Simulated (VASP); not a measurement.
# Gd (P6_3/mmc) in VASP: notebook

The runs below take Gd through single point, with PBE+U.

Program: VASP 6.6.1. These are calculated values, not measurements. Logs are shortened: lines on timing, memory, paths and dates and some standing lists are left out, and cuts for length are marked.

### Step 1. Starting point

It takes space group P6_3/mmc (No. 194, hexagonal). Conventional cell: a = 3.652 Å, b = 3.652 Å, c = 5.853 Å, α = 90.00°, β = 90.00°, γ = 120.00°. Gd (site symmetry -6m2) has 12 Gd at 3.61 to 3.65 Å as nearest neighbours.

### Step 2. Single point, PBE+U, collinear spin, typed start (bulk in the cell of the (0 0 1) plane)

Input file INCAR:

```
SYSTEM = Gd
  PREC = Accurate
  ENCUT = 520
  EDIFF = 1E-7
  ISMEAR = 0
  SIGMA = 0.1
  LREAL = .FALSE.
  LASPH = .TRUE.
  NELM = 150
  ALGO = Normal
  ISIF = 2
  LWAVE = .FALSE.
  LCHARG = .FALSE.
  ISPIN = 2
  MAGMOM = 8.25 8.25
  LORBIT = 11
  LMAXMIX = 6
  LDAU = .TRUE.
  LDAUTYPE = 2
  LDAUL = 3
  LDAUU = 6
  LDAUJ = 0
  LDAUPRINT = 1
  GGA = PE
  NBANDS = 29
```

Input file KPOINTS:

```
regular mesh
0
G
  12 12 6
  0 0 0
```

Input file POSCAR:

```
Gd
1.0
    3.6515676223      0.0000000000      0.0000000000
   -1.8257838112      3.1623503246      0.0000000000
    0.0000000000      0.0000000000      5.8528460112
Gd
2
Direct
    0.3333333333      0.6666666667      0.7500000000
    0.6666666667      0.3333333333      0.2500000000
```

Potentials or basis: VASP PAW PBE potentials, release 64 (Gd).

On the command line:

```sh
$ cat potpaw_PBE.64/Gd/POTCAR > POTCAR
$ mpirun -np 1 vasp_std > vasp.out
```

OUTCAR:

```text
SYSTEM = Gd
   PREC = Accurate
   ENCUT = 520
   EDIFF = 1E-7
   ISMEAR = 0
   LREAL = .FALSE.
   LASPH = .TRUE.
   NELM = 150
   ISIF = 2
   ISPIN = 2
   LORBIT = 11
   GGA = PE

 ion  position               nearest neighbor table
   1  0.333  0.667  0.750-
   2  0.667  0.333  0.250-

  LATTYP: Found a hexagonal cell.
 ALAT       =     3.6515676223
 C/A-ratio  =     1.6028310623

  Lattice vectors:

 A1 = (   3.6515676223,   0.0000000000,   0.0000000000)
 A2 = (  -1.8257838112,   3.1623503246,   0.0000000000)
 A3 = (   0.0000000000,   0.0000000000,   5.8528460112)

Analysis of symmetry for initial positions (statically):
=====================================================================
 Subroutine PRICEL returns:
 Original cell was already a primitive cell.

 Routine SETGRP: Setting up the symmetry group for a
 hexagonal supercell.

 Subroutine GETGRP returns: Found 24 space group operations
 (whereof 12 operations were pure point group operations)
 out of a pool of 24 trial point group operations.

The static configuration has the point symmetry D_3d.
 The point group associated with its full space group is D_6h.

Analysis of symmetry for dynamics (positions and initial velocities):
=====================================================================
 Subroutine PRICEL returns:
 Original cell was already a primitive cell.

 Routine SETGRP: Setting up the symmetry group for a
 hexagonal supercell.
[... 248 lines left out ...]
  o =  0.0010  v =  0.0000  0.0000  0.0000  0.0000  0.0000  0.0000  0.0000  0.0000 -0.3595 -0.0000  0.0000 -0.0000  0.9331  0.0000      0.0000  0.0000  0.0000  0.0000  0.0000  0.0000  0.0000  0.0000  0.0000  0.0000  0.0000  0.0000  0.0000  0.0000
  o =  0.9897  v =  0.0000 -0.0000  0.0000  0.0000 -0.0000  0.0000  1.0000  0.0000  0.0000  0.0000  0.0000  0.0000  0.0000  0.0000      0.0000  0.0000  0.0000  0.0000  0.0000  0.0000  0.0000  0.0000  0.0000  0.0000  0.0000  0.0000  0.0000  0.0000
  o =  0.9898  v =  0.0000 -0.0000 -0.3760 -0.0000 -0.9266 -0.0000 -0.0000  0.0000  0.0000  0.0000  0.0000  0.0000  0.0000  0.0000      0.0000  0.0000  0.0000  0.0000  0.0000  0.0000  0.0000  0.0000  0.0000  0.0000  0.0000  0.0000  0.0000  0.0000
  o =  0.9898  v =  0.0000  0.0000 -0.9266  0.0000  0.3760  0.0000  0.0000  0.0000  0.0000  0.0000  0.0000  0.0000  0.0000  0.0000      0.0000  0.0000  0.0000  0.0000  0.0000  0.0000  0.0000  0.0000  0.0000  0.0000  0.0000  0.0000  0.0000  0.0000
  o =  0.9901  v = -0.0000  0.0826  0.0000  0.0000 -0.0000 -0.9966  0.0000  0.0000  0.0000  0.0000  0.0000  0.0000  0.0000  0.0000      0.0000  0.0000  0.0000  0.0000  0.0000  0.0000  0.0000  0.0000  0.0000  0.0000  0.0000  0.0000  0.0000  0.0000
  o =  0.9901  v = -0.0000 -0.9966 -0.0000  0.0000  0.0000 -0.0826 -0.0000  0.0000  0.0000  0.0000  0.0000  0.0000  0.0000  0.0000      0.0000  0.0000  0.0000  0.0000  0.0000  0.0000  0.0000  0.0000  0.0000  0.0000  0.0000  0.0000  0.0000  0.0000
  o =  0.9907  v =  0.0000 -0.0000 -0.0000 -1.0000  0.0000 -0.0000  0.0000  0.0000  0.0000  0.0000  0.0000  0.0000  0.0000  0.0000      0.0000  0.0000  0.0000  0.0000  0.0000  0.0000  0.0000  0.0000  0.0000  0.0000  0.0000  0.0000  0.0000  0.0000
  o =  0.9907  v = -1.0000  0.0000 -0.0000 -0.0000 -0.0000  0.0000  0.0000  0.0000  0.0000  0.0000  0.0000  0.0000  0.0000  0.0000      0.0000  0.0000  0.0000  0.0000  0.0000  0.0000  0.0000  0.0000  0.0000  0.0000  0.0000  0.0000  0.0000  0.0000

 number of electron      36.0000010 magnetization      15.5510671

 Free energy of the ion-electron system (eV)
  ---------------------------------------------------
  ext. energy  EPLUGINS =         0.00000000
  ---------------------------------------------------
  free energy    TOTEN  =       -22.84358059 eV

  energy without entropy =      -22.83293749  energy(sigma->0) =      -22.83825904

 E-fermi :   2.9482     XC(G=0):  -9.8867

 val. band max:        2.9472940279   @ k =   0.3333   0.2500   0.5000
 cond. band min:       2.9483434660   @ k =   0.3333   0.3333   0.3333
 fundamental gap:      0.0010494381
 Fermi energy:         2.9481884167

 spin component 1

 k-point     1 :       0.0000    0.0000    0.0000
  band No.  band energies     occupation
      1     -42.6340      1.00000
      2     -42.5738      1.00000
      3     -20.2999      1.00000
      4     -19.7390      1.00000
      5     -19.7390      1.00000
      6     -19.6445      1.00000
[... 1529 lines left out ...]
     28       6.3911      0.00000
     29       6.4337      0.00000

 [... further k-points ...]

------------------------ aborting loop because EDIFF is reached ----------------------------------------

  FORCE on cell =-STRESS in cart. coord.  units (eV):
  Direction    XX          YY          ZZ          XY          YZ          ZX
  --------------------------------------------------------------------------------------
  -------------------------------------------------------------------------------------
  Total        0.0539054      0.0539054      0.0735163     -0.0000000     -0.0000000      0.0000000
  in kB        1.2778700      1.2778700      1.7427606     -0.0000000     -0.0000000      0.0000000
  external PRESSURE =       1.4328335 kB  Pullay stress =       0.0000000 kB

 VOLUME and BASIS-vectors are now :
 -----------------------------------------------------------------------------
  energy-cutoff  :      520.00
  volume of cell :       67.59
      direct lattice vectors                 reciprocal lattice vectors
     3.651567622  0.000000000  0.000000000     0.273854986  0.158110250  0.000000000
    -1.825783811  3.162350325  0.000000000     0.000000000  0.316220500  0.000000000
     0.000000000  0.000000000  5.852846011     0.000000000  0.000000000  0.170857049

 POSITION                                       TOTAL-FORCE (eV/Angst)
 -----------------------------------------------------------------------------------
     -0.00000      2.10823      4.38963        -0.000000      0.000000     -0.000000
      1.82578      1.05412      1.46321         0.000000     -0.000000      0.000000
 -----------------------------------------------------------------------------------
    total drift:                               -0.000000      0.000000     -0.000000

  FREE ENERGIE OF THE ION-ELECTRON SYSTEM (eV)
  ---------------------------------------------------
  free  energy   TOTEN  =       -22.8435805884 eV

  energy  without entropy=      -22.8329374928  energy(sigma->0) =      -22.83825904

 total charge

# of ion       s       p       d       f       tot
--------------------------------------------------
    1        2.074   5.574   0.587   6.930  15.165
    2        2.074   5.574   0.587   6.930  15.165
--------------------------------------------------
tot          4.148  11.148   1.175  13.860  30.331

 magnetization (x)

# of ion       s       p       d       f       tot
--------------------------------------------------
    1        0.003  -0.056   0.237   6.921   7.105
    2        0.003  -0.056   0.237   6.921   7.105
--------------------------------------------------
tot          0.006  -0.112   0.474  13.843  14.210
```

OSZICAR:

```text
N       E                     dE             d eps       ncg     rms          rms(c)
DAV:   1     0.279700373530E+03    0.27970E+03   -0.12613E+04 12208   0.638E+03
DAV:   2     0.515493069359E+02   -0.22815E+03   -0.20206E+03 12398   0.473E+02
DAV:   3    -0.289663404052E+01   -0.54446E+02   -0.52594E+02 14406   0.196E+02
[... 11 lines left out ...]
DAV:  15    -0.228435657877E+02    0.15850E-04   -0.12714E-04 16696   0.100E-01    0.730E-01
DAV:  16    -0.228435725172E+02   -0.67295E-05   -0.43085E-05 16086   0.564E-02    0.155E-01
DAV:  17    -0.228435798889E+02   -0.73718E-05   -0.11195E-05 16621   0.238E-02    0.706E-02
DAV:  18    -0.228435803726E+02   -0.48369E-06   -0.14368E-06 12730   0.114E-02    0.338E-02
DAV:  19    -0.228435806386E+02   -0.26601E-06   -0.46118E-07 11986   0.682E-03    0.140E-02
DAV:  20    -0.228435805884E+02    0.50190E-07   -0.20119E-07  9505   0.435E-03
   1 F= -.22843581E+02 E0= -.22838259E+02  d E =-.106431E-01  mag=    15.5511
```

Run time: 13 min. Hardware: 1 thread of Intel Xeon Platinum 8175M at 2.50GHz (Skylake/Cascade Lake), shared host; peak memory 0.38 GiB.

What came out:

```
Free energy                                           : -22.8436 eV
Pressure                                              : 0.1 GPa
Band gap on the k mesh                                : none (metal or under the smearing width)
Net moment                                            : 15.55 μB per cell
Site moments                                          : Gd +7.11 μB
Valence electrons inside the program's atomic spheres : Gd 15.16
```

Eigenvalues of the final occupation matrices:
| site | spin | trace | eigenvalues |
| --- | --- | --- | --- |
| site 1 f | 1 | 6.93 | 0.99 0.99 0.99 0.99 0.99 0.99 0.99 |
| site 1 f | 2 | 0.00 | 0.00 0.00 0.00 0.00 0.00 0.00 0.00 |
| site 2 f | 1 | 6.93 | 0.99 0.99 0.99 0.99 0.99 0.99 0.99 |
| site 2 f | 2 | 0.00 | 0.00 0.00 0.00 0.00 0.00 0.00 0.00 |

Caveat: spin-orbit coupling is left out, which moves the levels of the heavy elements.

### Step 3. Single point, PBE+U, collinear spin, typed start

Input file INCAR:

```
ALGO = Normal
EDIFF = 1E-7
ENCUT = 520
GGA = PE
ISIF = 2
ISMEAR = 0
ISPIN = 2
LASPH = True
LCHARG = False
LDAU = True
LDAUJ = 0
LDAUL = 3
LDAUPRINT = 1
LDAUTYPE = 2
LDAUU = 6
LMAXMIX = 6
LORBIT = 11
LREAL = False
LWAVE = False
MAGMOM = 8.25 8.25
NBANDS = 29
NELM = 150
PREC = Accurate
SIGMA = 0.1
```

Input file KPOINTS:

```
k-points
0
Gamma
  5 5 3
```

Input file POSCAR:

```
Gd
1.0
    3.6515676229      0.0000000000      0.0000000000
   -1.8257838114      3.1623503251      0.0000000000
    0.0000000000      0.0000000000      5.8528460032
Gd
2
Direct
    0.3333333333      0.6666666667      0.7500000000
    0.6666666667      0.3333333333      0.2500000000
```

Potentials or basis: VASP PAW PBE potentials, release 64 (Gd).

On the command line:

```sh
$ cat potpaw_PBE.64/Gd/POTCAR > POTCAR
$ mpirun -np 1 vasp_std > vasp.out
```

It took 77 s on 1 thread of AMD EPYC 7R43 (Zen 3), shared host; peak memory 0.19 GiB.

It converged, with:

| Quantity | Value |
| --- | --- |
| Free energy | -22.8606 eV |
| Pressure | 0.2 GPa |
| Band gap on the k mesh | none (metal or under the smearing width) |
| Net moment | 15.66 μB per cell |
| Site moments | Gd +7.12 μB |
| Valence electrons inside the program's atomic spheres | Gd 15.16 |

Stress tensor (GPa, compression positive):
```
0.13 0.00 0.00
0.00 0.13 0.00
0.00 0.00 0.42
```

Levels at points of the mesh, in eV from the Fermi level:
Spin up:
```tsv
k point	band 23	band 24	band 25	band 26	band 27	band 28	band 29
(0.00, 0.00, 0.00)	-5.30	-2.74	0.66	1.05	1.05	1.14	1.63
```
Spin down:
| k point | band 8 | band 9 | band 10 | band 11 | band 12 | band 13 |
| --- | --- | --- | --- | --- | --- | --- |
| (0.00, 0.00, 0.00) | -20.28 | -4.32 | -1.57 | 1.54 | 2.10 | 2.10 |

Eigenvalues of the final occupation matrices:
| site | spin | trace | eigenvalues |
| --- | --- | --- | --- |
| site 1 f | 1 | 6.93 | 0.99 0.99 0.99 0.99 0.99 0.99 0.99 |
| site 1 f | 2 | 0.00 | 0.00 0.00 0.00 0.00 0.00 0.00 0.00 |
| site 2 f | 1 | 6.93 | 0.99 0.99 0.99 0.99 0.99 0.99 0.99 |
| site 2 f | 2 | 0.00 | 0.00 0.00 0.00 0.00 0.00 0.00 0.00 |

Caveat: the k mesh is coarse (spacing up to 0.40 Å⁻¹), so the values aren't converged; spin-orbit coupling is left out, which moves the levels of the heavy elements. The state reached can hang on the start; a lower one may exist.
